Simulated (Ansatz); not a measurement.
Calculation log, SrO (Fm-3m) (elastic constants by finite strains)

Method: PBEsol, all-electron LAPW in Ansatz 0.2.0, scalar-relativistic.

Cell and atoms were relaxed beforehand by PAW with this functional.

Command:

```sh
ansatz run input.yaml --threads 1 --pin off --max-ram 2560MiB --backend cpu --events-out ev --progress --plain --runs-dir out
```

Input:

```yaml
crystal:
  lattice:
    - [0.0, 2.56144432381, 2.56144432381]
    - [2.56144432381, 0.0, 2.56144432381]
    - [2.56144432381, 2.56144432381, 0.0]
  atoms:
    - { symbol: Sr, position: [0.5, 0.5, 0.5] }
    - { symbol: O, position: [0.0, 0.0, 0.0] }
kpoints:
  mp_grid: { grid: [8, 8, 8] }
scf:
  occupations: { method: fixed }
hamiltonian:
  xc: pbesol
  pseudopotentials: { kind: all_electron, lapw: { basis_error: 0.001 } }
elastic:
  mode: relaxed_ion
  stencil: two_point
  amplitude: 0.005
```

The program printed:

```
Warning: RAYON_NUM_THREADS=1 ignored (pool sized by the plan → 1); use --threads N
LAPW: plane waves up to 7.776 Å⁻¹, error target 1.0e-3 eV per atom; small_component_spin mean_spin; O in spheres of 1.196 Å, 6 of its electrons in bands, Dirac shells []; Sr in spheres of 1.288 Å, 28 of its electrons in bands, ...
Engine: ansatz 0.2.0, aarch64-unknown-linux-gnu
Pseudopotentials: kind: all_electron
Pseudopotential: Sr, LAPW, valence charge 28, lapw/all_electron/scalar/gaussian/Sr, Koelling and Harmon's equation, gaussian nucleus
Pseudopotential: O, LAPW, valence charge 6, lapw/all_electron/scalar/gaussian/O, Koelling and Harmon's equation, gaussian nucleus
Functional definition: PBEsol
  exchange = pbesol_x
  correlation = pbesol_c
davidson cushion auto → on  (no smearing: the cushion is to keep the highest requested band from converging to the state above it; pin scf.eigensolver.cushion to override)
Crystal: 2 atoms, lattice volume = 33.611 Å³
Basis set: ecut = 230.35988766866478 eV, 283 PW (Γ), exchange–correlation at level 2
Bands: 21, of which v1, the nominal top of the filled ones, is band 17 counted from 1 (16 counted from 0)
Symmetry: 48 space group operations
[... 113 lines left out ...]
         0.000     -0.000     -0.000     -0.000      0.000     54.925
  reference stress σ⁰ (GPa):      0.022      0.022      0.022     -0.000      0.000      0.000
  no Pulay correction (none for the plane-wave cutoff is built on LAPW): the batch's stresses and constants are at fixed plane waves
  C* (energy form; C + prestress term) asymmetry max|C*_kj − C*_jk| = 2.132e-14 GPa — a small one proves nothing (zero by symmetry where the batch's group is 432, −43m or m−3m); a large one is finite-difference/SCF noise where ...
  moduli (Voigt/Reuss/Hill, GPa): K = 93.82/93.82/93.82   G = 59.97/59.36/59.66   E = 147.68   ν = 0.238
  mechanically stable: yes (min eigenvalue of sym C = 54.93 GPa)
  where every solve meets its electron count the energy-path curvature estimates C_jj along a normal strain and C_jj − ¼(σ⁰_aa + σ⁰_bb) along a shear (ab), closely only under elastic.basis: deformed
  strain η (Voigt 11):  stress-route row diagonal C_11 = 183.85 GPa, energy-path curvature d²(F+E_count)/dδ²/Ω₀ = 183.80 GPa
         δ    σ_11 (GPa)             F (eV)   n_scf  n_hpsi   n_pw
    -5.000e-3      -0.9269      -88511.9675625       8   41505    283   relax 0 steps, max|allowed force component| 3.16e-30 eV/Å
     5.000e-3       0.9116      -88511.9675365       8   41651    283   relax 0 steps, max|allowed force component| 4.44e-31 eV/Å
  strain η (Voigt 23):  stress-route row diagonal C_44 = 54.93 GPa, energy-path curvature d²(F+E_count)/dδ²/Ω₀ = 54.91 GPa
         δ    σ_23 (GPa)             F (eV)   n_scf  n_hpsi   n_pw
    -5.000e-3      -0.2746      -88511.9678875       7   62449    283   relax 0 steps, max|allowed force component| 3.20e-30 eV/Å
     5.000e-3       0.2746      -88511.9678875       7   62370    283   relax 0 steps, max|allowed force component| 5.92e-31 eV/Å
```

The calculation finished and met its thresholds.

### Elastic constants

Elastic constants of a crystal by Kohn-Sham DFT: slopes of the stress over finite engineering strains of the given cell, Voigt indices, Cartesian axes as in the input.

```json
{
 "Pressure at rest": "-0.022 GPa",
 "Least elastic eigenvalue": "54.93 GPa",
 "Elastically stable": "yes"
}
```

| index | elastic (GPa) |
| --- | --- |
| 11 | 183.8 |
| 12 | 48.8 |
| 44 | 54.93 |

**Elastic moduli**

Hill averages of a grain aggregate, Debye temperature from the mean sound speed over directions.

| Quantity | Value |
| --- | --- |
| Bulk modulus | 93.82 GPa |
| Shear modulus | 59.66 GPa |
| Young modulus | 147.7 GPa |
| Poisson ratio | 0.2376 |
| Bulk over shear modulus | 1.572 |
| Elastic anisotropy index | 0.0514 |
| Least young modulus | 137.9 GPa |
| Largest young modulus | 163.4 GPa |
| Longitudinal sound speed | 5819 m/s |
| Transverse sound speed | 3414 m/s |
| Elastic debye temperature | 439.5 K |
| Linear compressibility (x, y, z) | 3.553, 3.553, 3.553 1/TPa |
| Zener ratio | 0.8134 |
| Cauchy pressure | -6.13 GPa |

**Strained cells**

Stress of each strained cell less that at rest, tension positive.

```
strain component  strain  stress xx (GPa)  stress yy (GPa)  stress zz (GPa)  stress yz (GPa)  stress xz (GPa)  stress xy (GPa)  relaxation steps
              xx  -0.005          -0.9493          -0.2468          -0.2468                0                0                0                 0
              xx   0.005           0.8892           0.2412           0.2412                0                0                0                 0
              yz  -0.005           0.0014          -0.0003          -0.0003          -0.2746                0                0                 0
              yz   0.005           0.0014          -0.0003          -0.0003           0.2746                0                0                 0
```

It took 48 s on 1 thread of Arm Neoverse V2 (shared host), peak memory 0.36 GiB.
